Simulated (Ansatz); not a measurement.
**LiF: band gap under strain**

How does strain move the band edges of LiF in the database structure, and do the functionals agree on it? States: no strain; -3.3 % equal strain in all directions; +0.7 % strain along y alone.

Code: Ansatz 0.2.0. PAW datasets, plane waves. No spin polarisation and no zero-point or thermal motion.

### Step 1. The structure to begin with

The unstrained cell was relaxed with r2SCAN; in each strained cell the atoms were relaxed again with r2SCAN. Names of k-points are those of the unstrained zone, where strain can split equivalent points. First state: no strain.

Space group P6_3mc (No. 186), hexagonal; conventional cell a = 3.081 Å, c = 4.785 Å, 9.83 Å³ an atom. Near Li stand 4 F at 1.86–1.87 Å; near F stand 4 Li at 1.86–1.87 Å.

As a file:

```xyz
4
Lattice="3.0811 0.0000 0.0000 -1.5405 2.6683 0.0000 0.0000 0.0000 4.7852" Properties=species:S:1:pos:R:3 pbc="T T T"
Li    0.0000    1.7788    1.8301
Li    1.5405    0.8894    4.2227
F     0.0000    1.7788    4.7496
F     1.5405    0.8894    2.3570
```

### Step 2. No strain: PBE

File input.yaml:

```yaml
crystal:
  lattice:
    - [3.0810519408, 0.0, 0.0]
    - [-1.5405259704, 2.6682692511, 0.0]
    - [0.0, 0.0, 4.7852338528]
  atoms:
    - { symbol: Li, position: [0.3333333333, 0.6666666667, 0.3824388584] }
    - { symbol: Li, position: [0.6666666667, 0.3333333333, 0.8824388584] }
    - { symbol: F, position: [0.3333333333, 0.6666666667, 0.9925591416] }
    - { symbol: F, position: [0.6666666667, 0.3333333333, 0.4925591416] }
kpoints:
  mp_grid: { grid: [12, 12, 6] }
  band_path:
    path:
      - [0.0, 0.0, 0.0]
      - [0.5, 0.0, 0.0]
      - [0.3333333333, 0.3333333333, 0.0]
      - [0.0, 0.0, 0.5]
      - [0.5, 0.0, 0.5]
      - [0.3333333333, 0.3333333333, 0.5]
    npoints: 1
hamiltonian:
  xc: pbe
scf:
  occupations: { method: fermi_dirac, width: 0.02 }
  n_extra_bands: 5
output:
  forces: true
  stress: true
  eigenvalues: true
```

Launch:

```
> ansatz run input.yaml --threads 4 --pin off --max-ram 4608MiB --backend cpu --events-out ev --progress --plain --runs-dir out
```

The runs that follow: No strain: r2SCAN; No strain: HSE06; -3.3 % equal strain in all directions: PBE; -3.3 % equal strain in all directions: r2SCAN; -3.3 % equal strain in all directions: HSE06; +0.7 % strain along y alone: PBE; +0.7 % strain along y alone: r2SCAN; +0.7 % strain along y alone: HSE06.

What does the calculation give?

**Answer**, as computed:

Least gap in eV (negative: overlap), with the change from the unstrained cell in brackets:

| state | volume change (%) | PBE | r2SCAN | HSE06 |
| --- | --- | --- | --- | --- |
| no strain | +0.0 | 7.85 | 8.58 | 10.03 |
| -3.3 % equal strain in all directions | -9.7 | 8.42 (+0.57) | 9.18 (+0.60) | 10.64 (+0.61) |
| +0.7 % strain along y alone | +0.7 | 7.81 (-0.04) | 8.54 (-0.04) | 9.98 (-0.05) |

What this shows: The largest move of the HSE06 gap in the table is +0.618 eV, under -3.3 % equal strain in all directions. PBE and HSE06 differ by 2.17 eV on the unstrained gap, and by at most 0.05 eV on its change: PBE follows the response to strain far better than the gap itself.
